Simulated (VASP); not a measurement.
# GaAs (F-43m) in VASP: a series of runs

The runs below take GaAs through band structure, equation of state, phonons, with rSCAN, r2SCAN.

All numbers are computed with VASP 6.6.1; they aren't measurements. Logs are shortened: lines on timing, memory, paths and dates and some standing lists are left out, and cuts for length are marked.

**Experimental background.**

From “Evidence of valence band perturbations in GaAsN/GaAs(001): A combined variable-angle spectroscopic ellipsometry and modulated photoreflectance investigation”, 2008, arxiv:0805.2212, for a bulk crystal of GaAs at 300 K: band gap 1.418 ± 0.005 eV (direct).

How close the calculation comes is told below.

## 1. Starting point

Symmetry: F-43m, No. 216, cubic system. Conventional cell: a = 5.654 Å, b = 5.654 Å, c = 5.654 Å, α = 90.00°, β = 90.00°, γ = 90.00°. As (site symmetry -43m) has 4 Ga at 2.45 Å as nearest neighbours. Ga (site symmetry -43m) has 4 As at 2.45 Å as nearest neighbours.

## 2. Band structure, rSCAN

Contents of INCAR:

```
SYSTEM = GaAs
PREC = Accurate
ENCUT = 520
EDIFF = 1E-7
ISMEAR = -1
SIGMA = 0.05
LREAL = .FALSE.
LASPH = .TRUE.
NELM = 80
ALGO = Normal
ISIF = 2
LWAVE = .FALSE.
LCHARG = .FALSE.
METAGGA = RSCAN
LMIXTAU = .TRUE.
```

Contents of KPOINTS:

```
Automatic mesh
0
G
  8 8 8
  0 0 0
```

Contents of POSCAR:

```
GaAs
1.0
    0.0000000000      2.8268500000      2.8268500000
    2.8268500000      0.0000000000      2.8268500000
    2.8268500000      2.8268500000      0.0000000000
As Ga
1 1
Direct
    0.7500000000      0.7500000000      0.7500000000
    0.0000000000      0.0000000000      0.0000000000
```

Contents of KPOINTS_OPT:

```
path GXWKGLUWLK,UX
15
line-mode
reciprocal
 0.0000000000  0.0000000000  0.0000000000  G
 0.5000000000  0.0000000000  0.5000000000  X

 0.5000000000  0.0000000000  0.5000000000  X
 0.5000000000  0.2500000000  0.7500000000  W

 0.5000000000  0.2500000000  0.7500000000  W
 0.3750000000  0.3750000000  0.7500000000  K

 0.3750000000  0.3750000000  0.7500000000  K
 0.0000000000  0.0000000000  0.0000000000  G

 0.0000000000  0.0000000000  0.0000000000  G
 0.5000000000  0.5000000000  0.5000000000  L

 0.5000000000  0.5000000000  0.5000000000  L
 0.6250000000  0.2500000000  0.6250000000  U

 0.6250000000  0.2500000000  0.6250000000  U
 0.5000000000  0.2500000000  0.7500000000  W

 0.5000000000  0.2500000000  0.7500000000  W
 0.5000000000  0.5000000000  0.5000000000  L

 0.5000000000  0.5000000000  0.5000000000  L
 0.3750000000  0.3750000000  0.7500000000  K

 0.6250000000  0.2500000000  0.6250000000  U
 0.5000000000  0.0000000000  0.5000000000  X
```

Potentials or basis: VASP PAW PBE potentials, release 64 (As, Ga_d).

Command:

```console
cat potpaw_PBE.64/As/POTCAR potpaw_PBE.64/Ga_d/POTCAR > POTCAR
mpirun -np 1 vasp_std > vasp.out
```

OUTCAR:

```text
SYSTEM = GaAs
   PREC = Accurate
   ENCUT = 520
   EDIFF = 1E-7
   ISMEAR = -1
   LREAL = .FALSE.
   LASPH = .TRUE.
   NELM = 80
   ISIF = 2
   METAGGA = RSCAN

 ion  position               nearest neighbor table
   1  0.750  0.750  0.750-   2 2.45   2 2.45   2 2.45   2 2.45
   2  0.000  0.000  0.000-   1 2.45   1 2.45   1 2.45   1 2.45

  LATTYP: Found a face centered cubic cell.
 ALAT       =     5.6537000000

  Lattice vectors:

 A1 = (   0.0000000000,   2.8268500000,   2.8268500000)
 A2 = (   2.8268500000,   0.0000000000,   2.8268500000)
 A3 = (   2.8268500000,   2.8268500000,   0.0000000000)

Analysis of symmetry for initial positions (statically):
=====================================================================
 Subroutine PRICEL returns:
 Original cell was already a primitive cell.

 Routine SETGRP: Setting up the symmetry group for a
 face centered cubic supercell.

 Subroutine GETGRP returns: Found 24 space group operations
 (whereof 24 operations were pure point group operations)
 out of a pool of 48 trial point group operations.

The static configuration has the point symmetry T_d .

Analysis of symmetry for dynamics (positions and initial velocities):
=====================================================================
 Subroutine PRICEL returns:
 Original cell was already a primitive cell.

 Routine SETGRP: Setting up the symmetry group for a
 face centered cubic supercell.

 Subroutine GETGRP returns: Found 24 space group operations
 (whereof 24 operations were pure point group operations)
 out of a pool of 48 trial point group operations.

The dynamic configuration has the point symmetry T_d .

 Subroutine INISYM returns: Found 24 space group operations
 (whereof 24 operations are pure point group operations),
 and found     1 'primitive' translations

----------------------------------------------------------------------------------------

                                     Primitive cell

  volume of cell :      45.1792

  direct lattice vectors                    reciprocal lattice vectors
     0.000000000  2.826850000  2.826850000    -0.176875321  0.176875321  0.176875321
     2.826850000  0.000000000  2.826850000     0.176875321 -0.176875321  0.176875321
     2.826850000  2.826850000  0.000000000     0.176875321  0.176875321 -0.176875321

  length of vectors
     3.997769609  3.997769609  3.997769609     0.306357042  0.306357042  0.306357042

  position of ions in fractional coordinates (direct lattice)
     0.750000000  0.750000000  0.750000000
[... 83 lines left out ...]
   NFREE  =      0    steps in history (QN), initial steepest desc. (CG)
   ISIF   =      2    stress and relaxation
   ISYM   =      2    0-nonsym 1-usesym 2-fastsym
   POTIM  = 0.5000    time-step for ionic-motion
   TEBEG  =    0.0;   TEEND  =   0.0 temperature during run
   PSTRESS=    0.0 pullay stress
   NELECT =      18.0000    total number of electrons
   NUPDOWN=      -1.0000    fix difference up-down
   EMIN   =  10.00;   EMAX   =-10.00  energy-range for DOS
   EFERMI =   0.00;   METHOD = LEGACY
   ISMEAR =    -1;   SIGMA  =   0.05  broadening in eV -4-tet -1-fermi 0-gaus
   EFERMI_NEDOS =   21; number of points for ismear=-14 and -15
   IALGO  =     38    algorithm
   IMIX   =      4    mixing-type and parameters
     AMIX     =   0.40;   BMIX     =  1.00
     AMIX_MAG =   1.60;   BMIX_MAG =  1.00
  volume/ion in A,a.u.               =      22.59       152.44
  Fermi-wavevector in a.u.,A,eV,Ry     =   1.204628  2.276417 19.743799  1.451128
  Thomas-Fermi vector in A             =   2.340347
   LORBIT       =      0    0 simple, 1 ext, 2 COOP (PROOUT), +10 PAW based schemes
   METAGGA = RSCAN    functional components
   LHFCALC =     F    Hartree Fock is set to
   AEXX    =    0.0000 exact exchange contribution
   IVDW    =     0    specifies the selected vdW correction
   LEPSILON=     F    determine dielectric tensor
   LRPA    =     F    only Hartree local field effects (RPA)
 non-spin polarized calculation
  energy-cutoff  :      520.00
  volume of cell :       45.18
 maximum number of plane-waves:      1243
 NGX is ok and might be reduce to    30
   NGX = 15   NGY = 15   NGZ = 15

 number of electron      17.9999995 magnetization

 Free energy of the ion-electron system (eV)
  ---------------------------------------------------
  ext. energy  EPLUGINS =         0.00000000
  ---------------------------------------------------
  free energy    TOTEN  =       -44.64785709 eV

  energy without entropy =      -44.64785659  energy(sigma->0) =      -44.64785684

 E-fermi :   4.1559     XC(G=0): -10.2846

 val. band max:        3.6458213868   @ k =   0.0000   0.0000   0.0000
 cond. band min:       4.6087573550   @ k =   0.0000   0.0000   0.0000
 fundamental gap:      0.9629359683
 Fermi energy:         4.1558974282

 k-point     1 :       0.0000    0.0000    0.0000
  band No.  band energies     occupation
      1     -11.6505      2.00000
      2     -11.6502      2.00000
      3     -11.6499      2.00000
      4     -11.5620      2.00000
      5     -11.5616      2.00000
      6      -9.5594      2.00000
      7       3.6453      1.99993
      8       3.6456      1.99993
      9       3.6458      1.99993
     10       4.6088      0.00023
     11       7.6803      0.00000
     12       7.6805      0.00000
     13       7.6806      0.00000
[... 354 lines left out ...]
  band No.  band energies     occupation
      1     -11.7449      2.00000
      2     -11.6230      2.00000
      3     -11.6159      2.00000
      4     -11.5662      2.00000
      5     -11.5581      2.00000
      6      -7.3566      2.00000
      7      -3.0043      2.00000
      8       0.3492      2.00000
      9       1.6499      2.00000
     10       7.0199      0.00000
     11       8.1684      0.00000
     12      10.4210      0.00000
     13      11.8535      0.00000

 [... further k-points ...]
[... 5 lines left out ...]
  --------------------------------------------------------------------------------------
  -------------------------------------------------------------------------------------
  Total        0.1626526      0.1626526      0.1626526      0.0000000      0.0000000      0.0000000
  in kB        5.7681077      5.7681077      5.7681077      0.0000000      0.0000000      0.0000000
  external PRESSURE =       5.7681077 kB  Pullay stress =       0.0000000 kB

 VOLUME and BASIS-vectors are now :
 -----------------------------------------------------------------------------
  energy-cutoff  :      520.00
  volume of cell :       45.18
      direct lattice vectors                 reciprocal lattice vectors
     0.000000000  2.826850000  2.826850000    -0.176875321  0.176875321  0.176875321
     2.826850000  0.000000000  2.826850000     0.176875321 -0.176875321  0.176875321
     2.826850000  2.826850000  0.000000000     0.176875321  0.176875321 -0.176875321

 POSITION                                       TOTAL-FORCE (eV/Angst)
 -----------------------------------------------------------------------------------
      4.24027      4.24027      4.24027         0.000000      0.000000     -0.000000
      0.00000      0.00000      0.00000        -0.000000     -0.000000      0.000000
 -----------------------------------------------------------------------------------
    total drift:                               -0.000011     -0.000011     -0.000011

  FREE ENERGIE OF THE ION-ELECTRON SYSTEM (eV)
  ---------------------------------------------------
  free  energy   TOTEN  =       -44.6478570856 eV

  energy  without entropy=      -44.6478565941  energy(sigma->0) =      -44.64785684
```

OSZICAR:

```text
N       E                     dE             d eps       ncg     rms          rms(c)
DAV:   1     0.419762921643E+02    0.41976E+02   -0.93975E+03   762   0.195E+03
DAV:   2    -0.404165712732E+02   -0.82393E+02   -0.79959E+02   824   0.333E+02
DAV:   3    -0.465262529278E+02   -0.61097E+01   -0.60842E+01   969   0.766E+01
DAV:   4    -0.466227396967E+02   -0.96487E-01   -0.96448E-01   846   0.108E+01
DAV:   5    -0.466242869056E+02   -0.15472E-02   -0.15471E-02   937   0.115E+00    0.297E+00
DAV:   6    -0.446128401765E+02    0.20114E+01   -0.57397E-01   912   0.162E+01    0.179E+00
DAV:   7    -0.447232131977E+02   -0.11037E+00   -0.36262E-01   864   0.777E+00    0.790E-01
DAV:   8    -0.446275304361E+02    0.95683E-01   -0.12739E-01   809   0.502E+00    0.364E-01
DAV:   9    -0.445470358895E+02    0.80495E-01   -0.24865E-01   799   0.467E+00    0.256E-01
DAV:  10    -0.445684926910E+02   -0.21457E-01   -0.80491E-02   754   0.275E+00    0.759E-02
[... 53 further cycles ...]
DAV:   8    -0.383256481892E+04   -0.45477E-07      687
       N       E                     dE             ncg
DAV:   1     0.146767435175E+05   -0.33919E+04      130
DAV:   2     0.142517945954E+05   -0.42495E+03      140
DAV:   3     0.142232816539E+05   -0.28513E+02      175
DAV:   4     0.142228563173E+05   -0.42534E+00      170
DAV:   5     0.142228495865E+05   -0.67308E-02      170
DAV:   6     0.142228492818E+05   -0.30471E-03      192
DAV:   7     0.142228492787E+05   -0.31052E-05      165
DAV:   8     0.142228492786E+05   -0.12672E-06      133
DAV:   9     0.142228492786E+05   -0.75488E-08      135
```

stdout:

```text
POSCAR found type information on POSCAR AsGa
 POSCAR found :  2 types and       2 ions
 scaLAPACK will be used
 -----------------------------------------------------------------------------
|                                                                             |
|                                                                             |
|     You enforced a specific xc type in the INCAR file but a different       |
|     I HOPE YOU KNOW WHAT YOU ARE DOING!                                     |
|                                                                             |
 -----------------------------------------------------------------------------

 LDA part: xc-table for (None), standard interpolation
 POSCAR, INCAR and KPOINTS ok, starting setup
 FFT: planning ... GRIDC
 FFT: planning ... GRID_SOFT
 FFT: planning ... GRID
 WAVECAR not read
 entering main loop
 Start KPOINTS_OPT (optional k-point list driver)
k-point batch [1-29\150]
k-point batch [30-58\150]
k-point batch [59-87\150]
k-point batch [88-116\150]
k-point batch [117-145\150]
k-point batch [146-150\150]
```

It took 3.2 min on 1 thread of Intel Xeon Platinum 8375C at 2.90GHz (Ice Lake), shared host; peak memory 0.18 GiB.

What came out:

* Free energy: -44.6479 eV
* Pressure: 0.6 GPa
* Band gap on the k mesh: 0.96 eV, direct
* Band gap along the path: 0.96 eV, direct

Levels at the corners of the path, in eV from the valence-band top:
```tsv
point	band 7	band 8	band 9	band 10	band 11	band 12
Γ	0.00	0.00	0.00	0.96	4.03	4.03
X	-6.99	-2.77	-2.77	1.75	1.94	10.84
X	-6.99	-2.77	-2.77	1.75	1.94	10.84
W	-6.80	-3.64	-3.43	5.01	5.06	5.89
W	-6.80	-3.64	-3.43	5.01	5.06	5.89
K	-6.80	-3.97	-2.34	2.26	5.01	8.52
K	-6.80	-3.97	-2.34	2.26	5.01	8.52
Γ	0.00	0.00	0.00	0.96	4.03	4.03
Γ	0.00	0.00	0.00	0.96	4.03	4.03
L	-6.81	-1.18	-1.18	1.34	4.98	4.98
L	-6.81	-1.18	-1.18	1.34	4.98	4.98
U	-6.80	-3.97	-2.34	2.26	5.01	8.52
U	-6.80	-3.97	-2.34	2.26	5.01	8.52
W	-6.80	-3.64	-3.43	5.01	5.06	5.89
W	-6.80	-3.64	-3.43	5.01	5.06	5.89
L	-6.81	-1.18	-1.18	1.34	4.98	4.98
L	-6.81	-1.18	-1.18	1.34	4.98	4.98
K	-6.80	-3.97	-2.34	2.26	5.01	8.52
U	-6.80	-3.97	-2.34	2.26	5.01	8.52
X	-6.99	-2.77	-2.77	1.75	1.94	10.84
```

Caveat: the PAW data sets were made with another functional, which shifts forces and pressure a little.

## 3. Equation of state, r2SCAN, 21.23 Å³/atom (volume scaled by 0.94)

Contents of INCAR:

```
SYSTEM = GaAs
PREC     = Accurate       ! precision mode
ENCUT    = 520            ! plane-wave cutoff, eV
EDIFF    = 1E-6           ! SCF threshold, eV
ISMEAR   = -1             ! smearing method
SIGMA    = 0.05           ! smearing width, eV
LREAL    = .False.        ! projectors in reciprocal space
LASPH    = .True.         ! aspherical terms in the spheres
NELM     = 60             ! most SCF steps
ALGO     = Normal         ! electronic algorithm
ISIF     = 2              ! what is computed and relaxed
LWAVE    = .False.        ! write WAVECAR
LCHARG   = .False.        ! write CHGCAR
METAGGA  = R2SCAN         ! meta-GGA
LMIXTAU  = .True.
```

Contents of KPOINTS:

```
Automatic mesh
0
Gamma
  8 8 8
  0 0 0
```

Contents of POSCAR:

```
GaAs
1.0
    0.0000000000      2.7691429914      2.7691429914
    2.7691429914      0.0000000000      2.7691429914
    2.7691429914      2.7691429914      0.0000000000
As Ga
1 1
Direct
    0.7500000000      0.7500000000      0.7500000000
    0.0000000000      0.0000000000      0.0000000000
```

Potentials or basis: VASP PAW PBE potentials, release 64 (As, Ga_d).

Command:

```console
cat potpaw_PBE.64/As/POTCAR potpaw_PBE.64/Ga_d/POTCAR > POTCAR
mpirun -np 1 vasp_std > vasp.out
```

Run time: 2.7 min. Hardware: 1 thread of Intel Xeon Platinum 8259CL at 2.50GHz (Skylake/Cascade Lake), shared host; peak memory 0.18 GiB.

It converged, with:

* Free energy: -26.9997 eV
* Pressure: 6.0 GPa
* Band gap on the k mesh: 1.50 eV, direct

Caveat: the PAW data sets were made with another functional, which shifts forces and pressure a little.

## 4. Equation of state, r2SCAN, 21.69 Å³/atom (volume scaled by 0.96)

Contents of INCAR:

```
SYSTEM = GaAs
ALGO     = Normal         ! electronic algorithm
EDIFF    = 1E-6           ! SCF threshold, eV
ENCUT    = 520            ! plane-wave cutoff, eV
ISIF     = 2              ! what is computed and relaxed
ISMEAR   = -1             ! smearing method
LASPH    = .TRUE.         ! aspherical terms in the spheres
LCHARG   = .FALSE.        ! write CHGCAR
LMIXTAU  = .TRUE.       
LREAL    = .FALSE.        ! projectors in reciprocal space
LWAVE    = .FALSE.        ! write WAVECAR
METAGGA  = R2SCAN         ! meta-GGA
NELM     = 100            ! most SCF steps
PREC     = Accurate       ! precision mode
SIGMA    = 0.05           ! smearing width, eV
```

Contents of KPOINTS:

```
k-points
0
G
  8 8 8
  0 0 0
```

Contents of POSCAR:

```
GaAs
1.0
    0.0000000000      2.7886446409      2.7886446409
    2.7886446409      0.0000000000      2.7886446409
    2.7886446409      2.7886446409      0.0000000000
As Ga
1 1
Direct
    0.7500000000      0.7500000000      0.7500000000
    0.0000000000      0.0000000000      0.0000000000
```

Command:

```console
cat potpaw_PBE.64/As/POTCAR potpaw_PBE.64/Ga_d/POTCAR > POTCAR
mpirun -np 1 vasp_std > vasp.out
```

It took 1.7 min on 1 thread of Intel Xeon Platinum 8259CL at 2.50GHz (Skylake/Cascade Lake), shared host; peak memory 0.18 GiB.

The run converged. Its results:

* Free energy: -27.0276 eV
* Pressure: 4.0 GPa
* Band gap on the k mesh: 1.33 eV, direct

Caveat: the PAW data sets were made with another functional, which shifts forces and pressure a little.

## 5. Equation of state, r2SCAN, 22.14 Å³/atom (volume scaled by 0.98)

Contents of INCAR:

```
SYSTEM = GaAs
PREC = Accurate
ENCUT = 520
EDIFF = 1E-6
ISMEAR = -1
SIGMA = 0.05
LREAL = .False.
LASPH = .True.
NELM = 60
ALGO = Normal
ISIF = 2
LWAVE = .False.
LCHARG = .False.
METAGGA = R2SCAN
LMIXTAU = .True.
```

Contents of KPOINTS:

```
Automatic mesh
0
Gamma
  8 8 8
  0 0 0
```

Contents of POSCAR:

```
GaAs
1.0
    0.0000000000      2.8078772807      2.8078772807
    2.8078772807      0.0000000000      2.8078772807
    2.8078772807      2.8078772807      0.0000000000
As Ga
1 1
Direct
    0.7500000000      0.7500000000      0.7500000000
    0.0000000000      0.0000000000      0.0000000000
```

Command:

```console
cat potpaw_PBE.64/As/POTCAR potpaw_PBE.64/Ga_d/POTCAR > POTCAR
mpirun -np 1 vasp_std > vasp.out
```

Wall time 94 s (1 thread of Intel Xeon Platinum 8259CL at 2.50GHz (Skylake/Cascade Lake), shared host); peak memory 0.18 GiB.

The run converged. Its results:

```
Free energy            : -27.0448 eV
Pressure               : 2.2 GPa
Band gap on the k mesh : 1.16 eV, direct
```

Caveat: the PAW data sets were made with another functional, which shifts forces and pressure a little.

## 6. Equation of state, r2SCAN, 23.04 Å³/atom (volume scaled by 1.02)

Contents of INCAR:

```
PREC = Accurate
ENCUT = 520
EDIFF = 1E-6
ISMEAR = -1
SIGMA = 0.05
LREAL = F
LASPH = T
NELM = 80
ALGO = Normal
ISIF = 2
LWAVE = F
LCHARG = F
METAGGA = R2SCAN
LMIXTAU = T
```

Contents of KPOINTS:

```
regular mesh
0
Gamma
  8 8 8
```

Contents of POSCAR:

```
GaAs
1.0
    0.0000000000      2.8455714065      2.8455714065
    2.8455714065      0.0000000000      2.8455714065
    2.8455714065      2.8455714065      0.0000000000
As Ga
1 1
Direct
    0.7500000000      0.7500000000      0.7500000000
    0.0000000000      0.0000000000      0.0000000000
```

Potentials or basis: VASP PAW PBE potentials, release 64 (As, Ga_d).

Command:

```console
cat potpaw_PBE.64/As/POTCAR potpaw_PBE.64/Ga_d/POTCAR > POTCAR
mpirun -np 1 vasp_std > vasp.out
```

Run time: 94 s. Hardware: 1 thread of Intel Xeon Platinum 8259CL at 2.50GHz (Skylake/Cascade Lake), shared host; peak memory 0.18 GiB.

The run converged. Its results:

```yaml
Free_energy: -27.0518 eV
Pressure: -0.8 GPa
Band_gap_on_the_k_mesh: 0.84 eV, direct
```

Caveat: the PAW data sets were made with another functional, which shifts forces and pressure a little.

## 7. Equation of state, r2SCAN, 23.49 Å³/atom (volume scaled by 1.04)

Contents of INCAR:

```
  ALGO = Normal
  EDIFF = 1E-7
  ENCUT = 520
  ISIF = 2
  ISMEAR = -1
  LASPH = True
  LCHARG = False
  LMIXTAU = True
  LREAL = False
  LWAVE = False
  METAGGA = R2SCAN
  NELM = 100
  PREC = Accurate
  SIGMA = 0.05
```

Contents of KPOINTS:

```
k-points
0
Gamma
  8 8 8
```

Contents of POSCAR:

```
GaAs
1.0
    0.0000000000      2.8640496607      2.8640496607
    2.8640496607      0.0000000000      2.8640496607
    2.8640496607      2.8640496607      0.0000000000
As Ga
1 1
Direct
    0.7500000000      0.7500000000      0.7500000000
    0.0000000000      0.0000000000      0.0000000000
```

Command:

```console
cat potpaw_PBE.64/As/POTCAR potpaw_PBE.64/Ga_d/POTCAR > POTCAR
mpirun -np 1 vasp_std > vasp.out
```

Run time: 1.7 min. Hardware: 1 thread of Intel Xeon Platinum 8259CL at 2.50GHz (Skylake/Cascade Lake), shared host; peak memory 0.18 GiB.

It converged, with:

```yaml
Free_energy: -27.0434 eV
Pressure: -2.1 GPa
Band_gap_on_the_k_mesh: 0.68 eV, direct
```

Caveat: the PAW data sets were made with another functional, which shifts forces and pressure a little.

(Continued in part 2 of 2.)
